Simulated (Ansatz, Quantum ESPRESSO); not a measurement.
# CoAl [001], B2: pulling along c

The c axis is held at a set length while the cell relaxes sideways. How do the lateral strain and the stress follow? The strained cell has c along the load; unstrained it is a = 2.8206 Å, b = 2.8206 Å, c = 2.8206 Å, α = 90.00°, β = 90.00°, γ = 90.00°, with 2 atoms.

Calculated with Quantum ESPRESSO 7.5, PBEsol, GBRV 1.5 ultrasoft potentials, cutoff 680 eV, Fermi–Dirac smearing 0.05 eV, k-mesh 15×15×15, no spin polarisation, no spin-orbit coupling.

Relaxed positions at 0 %:

```csv
atom,x,y,z
Co,0.5000,0.5000,0.5000
Al,0.0000,0.0000,0.0000
```

```
ε_c (%)   a (Å)   c (Å)  ε_a (%)  σ (GPa, tension positive)
     −3  2.8450  2.7359    0.866                      −8.50
     −2  2.8364  2.7642    0.563                      −5.38
     −1  2.8285  2.7924    0.280                      −2.52
      0  2.8206  2.8206    0.000                       0.05
      2  2.8026  2.8770   −0.636                       3.93
      3  2.7933  2.9052   −0.968                       5.32
```

**Question.** Fit both responses and give the free strain and the stress at +1 %, a row left out above.

Least squares with y = y0 + y1 ε + y2 ε² (ε in %) gives ε_a = −0.012 + (−0.3036) ε + (−0.0046) ε² and σ = 0.00 + (2.312) ε + (−0.178) ε² GPa. The linear terms put the ratio of free to applied strain at −0.304 and the Young modulus at 231 GPa.

At +1 % the free strain comes out as −0.321 %. The run itself gives −0.321 %, so the estimate misses by 0.000 %; the fitted rows themselves lie up to 0.013 % off the law.

The stress comes out as 2.14 GPa. The run itself gives 2.19 GPa, so the estimate misses by 0.05 GPa; the fitted rows themselves lie up to 0.05 GPa off the law.

Along a cube axis ν = C12/(C11 + C12) and Y = (C11 − C12)(C11 + 2C12)/(C11 + C12), so C11 = Y(1 − ν)/[(1 + ν)(1 − 2ν)] = 314 GPa and C12 = 137 GPa.

The negative ε² term means that the crystal stiffens in compression and softens in tension.

The same fit over all rows at other levels or in other programs gives the strain ratio = −0.302 with PBEsol (Ansatz).

[Logs are printed without paths, hosts, clocks, repeated set-up lines and the standing remarks that a program may print on its own settings, such as how far it seeks lower states.]
